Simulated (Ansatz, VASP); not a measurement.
# One calculation of SrO, two programs

Contents of INCAR:

```
PREC = Accurate
ENCUT = 520
EDIFF = 1E-6
ISMEAR = 0
SIGMA = 0.05
LREAL = False
LASPH = True
NELM = 100
ALGO = Normal
ISIF = 2
LWAVE = False
LCHARG = False
GGA = CA
NBANDS = 24
```

File KPOINTS:

```
regular mesh
0
Gamma
  9 9 6
```

The input POSCAR:

```
SrO
1.0
    4.2754662656      0.0000000000      0.0000000000
   -2.1377331328      3.7026623990      0.0000000000
    0.0000000000      0.0000000000      5.1555949900
Sr O
2 2
Direct
    0.3333333333      0.6666666667      0.9381277000
    0.6666666667      0.3333333333      0.4381277000
    0.3333333333      0.6666666667      0.4368723000
    0.6666666667      0.3333333333      0.9368723000
```

Input for Ansatz:

```yaml
crystal:
  lattice:
    - [4.2754662656, 0.0, 0.0]
    - [-2.1377331328, 3.702662399, 0.0]
    - [0.0, 0.0, 5.15559499]
  atoms:
    - { symbol: Sr, position: [0.3333333333, 0.6666666667, 0.9381277] }
    - { symbol: Sr, position: [0.6666666667, 0.3333333333, 0.4381277] }
    - { symbol: O, position: [0.3333333333, 0.6666666667, 0.4368723] }
    - { symbol: O, position: [0.6666666667, 0.3333333333, 0.9368723] }
basis:
  ecutwfc: 420
kpoints:
  mp_grid: { grid: [9, 9, 6] }
hamiltonian:
  xc: lda
scf:
  occupations: { method: gaussian, width: 0.05 }
output:
  forces: true
  stress: true
  eigenvalues: true
```

Measurements of this composition are mostly on another form, of space group No. 225.

Alike in both runs: task single point; functional LDA; k mesh 9 × 9 × 6; occupations gaussian, width 0.05 eV; no spin polarisation.

```csv
,VASP,Ansatz
version,VASP 6.6.1,Ansatz 0.2.0
potentials or method,"VASP PAW LDA potentials, release 64 (Sr_sv, O)","scalar-relativistic, plane waves, PAW"
plane-wave cutoff (eV),520,420
valence electrons in the cell,32,32
```

VASP gave:

```
gap on the k mesh at the Fermi level (eV)       : 2.45
least direct gap on the mesh (eV)               : 2.45
pressure (GPa)                                  : -4.0
largest component of the traceless stress (GPa) : 0.35
rms of the force components (eV/Å)              : 0.007
```

Task: What did Ansatz give for the same quantities?

Result: gap on the k mesh at the Fermi level (eV): 2.46; least direct gap on the mesh (eV): 2.46; pressure (GPa): -4.5; largest component of the traceless stress (GPa): 0.36; rms of the force components (eV/Å): 0.006.

Atom by atom the forces differ by 0.001 eV/Å (rms over components).

Caveats: an odd mesh through Γ misses points on the zone boundary, where band edges often lie. A hybrid or GW would open this gap; LDA tends to underestimate it.
